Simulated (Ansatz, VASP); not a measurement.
# ZnO in two plane-wave programs

One calculation is typed for both programs; each brings its own data sets. How far apart do they land? The cell is taken from a series of runs on this material, whose earlier steps may have relaxed, scaled, displaced or heated it; both programs get it as it stands.

Calculated with Ansatz 0.2.0; plane waves, with VASP 6.6.1 beside it; relaxation of cell and atoms at PBEsol.

### Step 1. The starting structure

It takes space group P6_3mc (No. 186, hexagonal). Conventional cell: a = 3.250 Å, b = 3.250 Å, c = 5.207 Å, α = 90.00°, β = 90.00°, γ = 120.00°. Zn has 4 O at 1.97 to 1.99 Å nearest. Nearest to O lie 4 Zn at 1.97 to 1.99 Å. Farther neighbours and most contacts between anions are not listed.

### Step 2. VASP: relaxation of cell and atoms, PBEsol

The relaxed volume is the usual yardstick between codes: in a stiff, nearly cubic crystal its relative difference is about their pressure difference at one cell divided by the bulk modulus.

Lines of VASP's logs that name or quote its potential files are left out, and so is its time.

Contents of INCAR:

```
SYSTEM = ZnO
PREC = Accurate
ENCUT = 600
EDIFF = 1E-07
NELM = 120
ISMEAR = -1
SIGMA = 0.02
LREAL = .FALSE.
ALGO = Normal
GGA = PS
NBANDS = 24
LORBIT = 11
LWAVE = .FALSE.
LCHARG = .FALSE.
ISIF = 3
IBRION = 2
NSW = 80
EDIFFG = -0.005
LASPH = .TRUE.
GGA_COMPAT = .FALSE.
NELMIN = 4
EFERMI = MIDGAP
```

Contents of POSCAR:

```
ZnO
1.0
    3.2500000000      0.0000000000      0.0000000000
   -1.6250000000      2.8145830000      0.0000000000
    0.0000000000      0.0000000000      5.2070000000
Zn O
2 2
Direct
    0.3333332149      0.6666664298      0.0000000000
    0.6666666075      0.3333332149      0.5000000000
    0.3333332149      0.6666664298      0.3820000000
    0.6666666075      0.3333332149      0.8820000000
```

Contents of KPOINTS:

```
Automatic mesh
0
Gamma
12 12 8
0 0 0
```

Potentials, in the order of the species: Zn and O (PBE family, release 64).

On the command line:

```console
$ mpirun -np 1 vasp_std
```

Numbers of over 12 decimals in the logs are rounded to 6 here.

The log of the run:

```text
[banner, memory and clock lines left out]
running    1 mpi-ranks, on    1 nodes
 distrk:  each k-point on    1 cores,    1 groups
 distr:  one band on    1 cores,    1 groups

 POSCAR found type information on POSCAR ZnO
 POSCAR found :  2 types and       4 ions
|                                                                             |
|               ----> ADVICE to this user running VASP <----                  |
|                                                                             |
|     You enforced a specific xc type in the INCAR file but a different       |
|     [... a line on the potential file left out ...]
|     I HOPE YOU KNOW WHAT YOU ARE DOING!                                     |
|                                                                             |

 LDA part: xc-table for (Slater+PW92), standard interpolation
 POSCAR, INCAR and KPOINTS ok, starting setup
 FFT: planning ... GRIDC
 FFT: planning ... GRID_SOFT
 FFT: planning ... GRID
 WAVECAR not read
 entering main loop
       N       E                     dE             d eps       ncg     rms          rms(c)
DAV:   1     0.301156143676E+03    0.30116E+03   -0.20091E+04  4560   0.240E+03
DAV:   2     0.797889620871E+01   -0.29318E+03   -0.27784E+03  4976   0.454E+02
DAV:   3    -0.217053380303E+02   -0.29684E+02   -0.29428E+02  5152   0.148E+02
DAV:   4    -0.222084365256E+02   -0.50310E+00   -0.50271E+00  5336   0.201E+01
DAV:   5    -0.222115241740E+02   -0.30876E-02   -0.30876E-02  5168   0.151E+00    0.140E+01
DAV:   6    -0.193184047441E+02    0.28931E+01   -0.77897E+00  8024   0.657E+01    0.906E+00
DAV:   7    -0.194587319485E+02   -0.14033E+00   -0.23692E+00  4736   0.170E+01    0.536E+00
DAV:   8    -0.194621966828E+02   -0.34647E-02   -0.59511E-01  6664   0.755E+00    0.162E+00
DAV:   9    -0.194123429115E+02    0.49854E-01   -0.11161E-01  6976   0.634E+00    0.355E-01
DAV:  10    -0.194144999590E+02   -0.21570E-02   -0.42399E-02  4608   0.147E+00    0.124E-01
DAV:  11    -0.194144699771E+02    0.29982E-04   -0.10762E-03  6152   0.447E-01    0.286E-02
DAV:  12    -0.194144981874E+02   -0.28210E-04   -0.85510E-05  6552   0.205E-01    0.192E-02
DAV:  13    -0.194144968491E+02    0.13383E-05   -0.15193E-05  5968   0.105E-01    0.821E-03
DAV:  14    -0.194144969461E+02   -0.96965E-07   -0.54687E-06  4864   0.307E-02    0.456E-03
DAV:  15    -0.194144964797E+02    0.46639E-06   -0.11535E-06  5624   0.971E-03    0.915E-04
DAV:  16    -0.194144964296E+02    0.50101E-07   -0.55213E-08  2720   0.292E-03
   1 F= -.19414496E+02 E0= -.19414496E+02  d E =-.194145E+02
[...]
2 F= -.19415254E+02 E0= -.19415254E+02  d E =-.757144E-03
[...]
3 F= -.19415331E+02 E0= -.19415331E+02  d E =-.834405E-03
[...]
4 F= -.19415559E+02 E0= -.19415559E+02  d E =-.227714E-03
[...]
5 F= -.19415917E+02 E0= -.19415917E+02  d E =-.585953E-03
[...]
6 F= -.19415929E+02 E0= -.19415929E+02  d E =-.598408E-03
[...]
7 F= -.19415924E+02 E0= -.19415924E+02  d E =0.485566E-05
 trial-energy change:    0.000005  1 .order    0.000003   -0.000066    0.000073
 step:   0.7597(harm=  0.7860)  dis= 0.00018  next Energy=   -19.415944 (dE=-0.150E-04)
 bond charge predicted
       N       E                     dE             d eps       ncg     rms          rms(c)
DAV:   1    -0.194160481003E+02   -0.12372E-03   -0.47840E-03  4576   0.646E-01    0.756E-02
DAV:   2    -0.194159795025E+02    0.68598E-04   -0.33783E-04  5536   0.308E-01    0.402E-02
DAV:   3    -0.194159484791E+02    0.31023E-04   -0.21213E-05  6136   0.707E-02    0.155E-02
DAV:   4    -0.194159440075E+02    0.44716E-05   -0.11034E-05  6224   0.417E-02    0.246E-03
DAV:   5    -0.194159441211E+02   -0.11367E-06   -0.22282E-06  4672   0.148E-02    0.931E-04
DAV:   6    -0.194159441095E+02    0.11598E-07   -0.34620E-08  2560   0.285E-03
   8 F= -.19415944E+02 E0= -.19415944E+02  d E =-.148671E-04
 curvature:  -0.42 expect dE=-0.327E-06 dE for cont linesearch -0.500E-08
 trial: gam= 0.00482 g(F)=  0.539E-08 g(S)=  0.766E-06 ort = 0.714E-06 (trialstep = 0.147E+01)
 search vector abs. value=  0.780E-06
 reached required accuracy - stopping structural energy minimisation
```

Parts of OUTCAR (step 2):

```text
ion  position               nearest neighbor table
   1  0.333  0.667  0.000-   4 1.97   4 1.97   4 1.97   3 1.99
   2  0.667  0.333  0.500-   3 1.97   3 1.97   3 1.97   4 1.99
   3  0.333  0.667  0.382-   2 1.97   2 1.97   2 1.97   1 1.99
   4  0.667  0.333  0.882-   1 1.97   1 1.97   1 1.97   2 1.99

  LATTYP: Found a hexagonal cell.
 ALAT       =     3.2500000000
 C/A-ratio  =     1.6021538462

 Subroutine GETGRP returns: Found 12 space group operations
 (whereof  6 operations were pure point group operations)

The static configuration has the point symmetry C_3v.
 The point group associated with its full space group is C_6v.

 Found     95 irreducible k-points:

   k-points           NKPTS =     95   k-points in BZ     NKDIM =     95   number of bands    NBANDS=     24

   dimension x,y,z NGX =    28 NGY =   28 NGZ =   42
   dimension x,y,z NGXF=    56 NGYF=   56 NGZF=   84

   ENCUT  =  600.0 eV  44.10 Ry    6.64 a.u.   6.49  6.49 10.40*2*pi/ulx,y,z

   NELECT =      36.0000    total number of electrons

 k-points in reciprocal lattice and weights: Automatic mesh
   0.00000000  0.00000000  0.00000000       0.001
   0.08333333  0.00000000  0.00000000       0.005
   0.16666667  0.00000000  0.00000000       0.005
   0.25000000  0.00000000  0.00000000       0.005
   0.33333333  0.00000000  0.00000000       0.005
   0.41666667  0.00000000  0.00000000       0.005
   0.50000000  0.00000000  0.00000000       0.003
   0.08333333  0.08333333  0.00000000       0.005
   0.16666667  0.08333333  0.00000000       0.010
[...]
0.33333333  0.25000000  0.50000000       0.010
   0.33333333  0.33333333  0.50000000       0.002

 average (electrostatic) potential at core
       1 -35.6183       2 -35.6183       3 -73.1698       4 -73.1698

 E-fermi :   1.4521

 k-point     1 :       0.0000    0.0000    0.0000
  band No.  band energies     occupation
    ...
     14       0.2869      2.00000
     15       0.2869      2.00000
     16       1.0010      2.00000
     17       1.0932      2.00000
     18       1.0932      2.00000
     19       1.7760      0.00000
     20       6.2295      0.00000
     21       9.1743      0.00000
     22      13.9008      0.00000
     23      13.9008      0.00000
    ...

 k-point     2 :       0.0833    0.0000    0.0000
  band No.  band energies     occupation
    ...
     14       0.0248      2.00000
     15       0.1915      2.00000
     16       0.5911      2.00000
     17       0.9553      2.00000
     18       1.0425      2.00000
     19       2.3689      0.00000
     20       6.5303      0.00000
     21       9.1691      0.00000
     22      13.1278      0.00000
     23      13.9686      0.00000
    ...

 k-point     3 :       0.1667    0.0000    0.0000
  band No.  band energies     occupation
    ...
     14      -0.6441      2.00000
     15      -0.0677      2.00000
     16      -0.0381      2.00000
     17       0.8120      2.00000
     18       0.8991      2.00000
     19       3.2789      0.00000
     20       7.2629      0.00000
     21       9.1476      0.00000
     22      11.8060      0.00000
     23      13.5616      0.00000
    ...

  Total       -0.0054507     -0.0054507     -0.0020323      0.0000000     -0.0000000      0.0000000
  in kB       -0.1843128     -0.1843129     -0.0687219      0.0000000     -0.0000000      0.0000000
  external PRESSURE =      -0.1457825 kB  Pullay stress =       0.0000000 kB

  energy-cutoff  :      600.00
  volume of cell :       47.38
      direct lattice vectors                 reciprocal lattice vectors
     3.236038550  0.000000000  0.000000000     0.309019805  0.178412640 -0.000000000
    -1.618019275  2.802492024  0.000000000    -0.000000000  0.356825280  0.000000000
     0.000000000  0.000000000  5.224509353    -0.000000000 -0.000000000  0.191405533

 POSITION                                       TOTAL-FORCE (eV/Angst)
 -----------------------------------------------------------------------------------
      0.00000      1.86833      0.00811         0.000000     -0.000000     -0.000167
      1.61802      0.93416      2.62036         0.000000      0.000000     -0.000167
      0.00000      1.86833      1.98766        -0.000000     -0.000000      0.000167
      1.61802      0.93416      4.59991         0.000000      0.000000      0.000167
 -----------------------------------------------------------------------------------
    total drift:                               -0.000000      0.000896     -0.001990

  FREE ENERGIE OF THE ION-ELECTRON SYSTEM (eV)
  ---------------------------------------------------
  free  energy   TOTEN  =       -19.4159441095 eV

  energy  without entropy=      -19.4159441095  energy(sigma->0) =      -19.41594411

 reached required accuracy - stopping structural energy minimisation

 total charge
# of ion       s       p       d       tot
------------------------------------------
    1        0.464   0.499   9.905  10.868
    2        0.464   0.499   9.905  10.868
    3        1.541   3.441   0.000   4.982
    4        1.541   3.441   0.000   4.982
--------------------------------------------------
tot          4.009   7.880  19.810  31.699

[... 3 further parts left out ...]
```

CONTCAR:

```
ZnO
   1.00000000000000
     3.2360385496026791    0.0000000000000000    0.0000000000000000
    -1.6180192748013396    2.8024920236450774    0.0000000000000000
     0.0000000000000000    0.0000000000000000    5.2245093531820279
  Zn              O
     2     2
Direct
     0.3333332149000015    0.6666664298000029    0.0015518080433087
     0.6666666074999981    0.3333332149000015    0.5015518080433088
     0.3333332149000015    0.6666664298000029    0.3804481919566892
     0.6666666074999981    0.3333332149000015    0.8804481919566891
```

(Continued in part 2 of 2.)

[Lines on the potential files, build, host, timing and source positions are cut from VASP's logs without a mark.]

[Logs are printed without paths, hosts, clocks, repeated set-up lines and the standing remarks that a program may print on its own settings, such as how far it seeks lower states.]

[Hosts, paths, dates, database ids (printed as entryN), source tags and the programs' standing remarks are cut or masked in the printed files.]
